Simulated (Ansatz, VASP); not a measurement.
# Al in VASP and in Ansatz

Contents of INCAR:

```
SYSTEM = Al
PREC = Accurate ; ENCUT = 520
EDIFF = 1E-7 ; ISMEAR = 0
SIGMA = 0.15 ; LREAL = .FALSE.
LASPH = .TRUE. ; NELM = 80
ALGO = Fast ; ISIF = 2
LWAVE = .FALSE. ; LCHARG = .FALSE.
GGA = PS ; NBANDS = 8
```

The input KPOINTS:

```
Automatic mesh
0
G
  24 24 24
  0 0 0
```

Contents of POSCAR:

```
Al
1.0
   -1.9560730289      1.6112334068      1.6112334068
    1.6112334068     -1.9560730289      1.6112334068
    1.6112334068      1.6112334068     -1.9560730289
Al
1
Direct
    0.0000000000      0.0000000000      0.0000000000
```

Input for Ansatz:

```yaml
crystal:
  lattice:
    - [-1.9560730289, 1.6112334068, 1.6112334068]
    - [1.6112334068, -1.9560730289, 1.6112334068]
    - [1.6112334068, 1.6112334068, -1.9560730289]
  atoms:
    - { symbol: Al, position: [0.0, 0.0, 0.0] }
basis:
  ecutwfc: 420
kpoints:
  mp_grid: { grid: [24, 24, 24] }
hamiltonian:
  xc: pbesol
scf:
  occupations: { method: gaussian, width: 0.15 }
output:
  forces: true
  stress: true
  eigenvalues: true
```

Alike in both runs: task single point; functional PBEsol; k mesh 24 × 24 × 24; occupations gaussian, width 0.15 eV; no spin polarisation.

|  | VASP | Ansatz |
| --- | --- | --- |
| version | VASP 6.6.1 | Ansatz 0.2.0 |
| potentials or method | VASP PAW PBE potentials, release 64 (Al) | scalar-relativistic, plane waves, PAW |
| plane-wave cutoff (eV) | 520 | 420 |
| valence electrons in the cell | 3 | 3 |

|  | VASP | Ansatz | Ansatz less VASP |
| --- | --- | --- | --- |
| gap on the k mesh at the Fermi level (eV) | none | none | - |
| pressure (GPa) | 23.3 | 23.1 | -0.20 |
| largest component of the traceless stress (GPa) | 27.98 | 27.76 | -0.218 |

A gap of «none» marks a metal or a gap that the smearing closes.

Caveats: so large a pressure means that the cell lies far from this level's equilibrium, or that cutoff or potentials fall short (VASP); the potentials were made for another functional, which shifts forces and pressure (VASP).
